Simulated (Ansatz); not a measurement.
Choice of functional: As

```xyz
2
Lattice="1.8797 1.0853 3.4858 -1.8797 1.0853 3.4858 0.0000 -2.1705 3.4858" Properties=species:S:1:pos:R:3 pbc="T T T"
As    0.0000    0.0000    2.3795
As    0.0000    0.0000    8.0779
```

Atoms are numbered in the order listed.

The cell is a measured one (Crystallography Open Database entry 9009651); the temperature and pressure of the measurement aren't taken into account, and nothing was relaxed.

One fixed cell is solved with several functionals by PAW (frozen-core files) in Ansatz 0.2.0, scalar-relativistically. A positive pressure means that the functional wants a larger cell.

The PAW files were made with PBE; their cores are remade for each functional.

Settings: a Γ-centred 11×11×11 k mesh, Fermi–Dirac smearing of 0.03 eV, cutoff 420 eV, no spin polarisation.

Cutoffs: PBE 420 eV, LDA 420 eV, PBEsol 420 eV, r²SCAN 500 eV.

```csv
setting,P (GPa),force As2 z (eV/Å),"lowest level at Γ above −25 eV, from the valence-band top or, without a gap, the Fermi level (eV)"
PBE,?,-0.221,-15.17
LDA,-1.55,-0.066,-15.13
PBEsol,0.09,-0.171,-15.15
r²SCAN,?,0.063,-15.98
```

Problem. Give the missing entry: row "r²SCAN", column "P (GPa)".

Solution. 1.71.

Problem. Give the missing entry: row "PBE", column "P (GPa)".

Solution. 3.56.
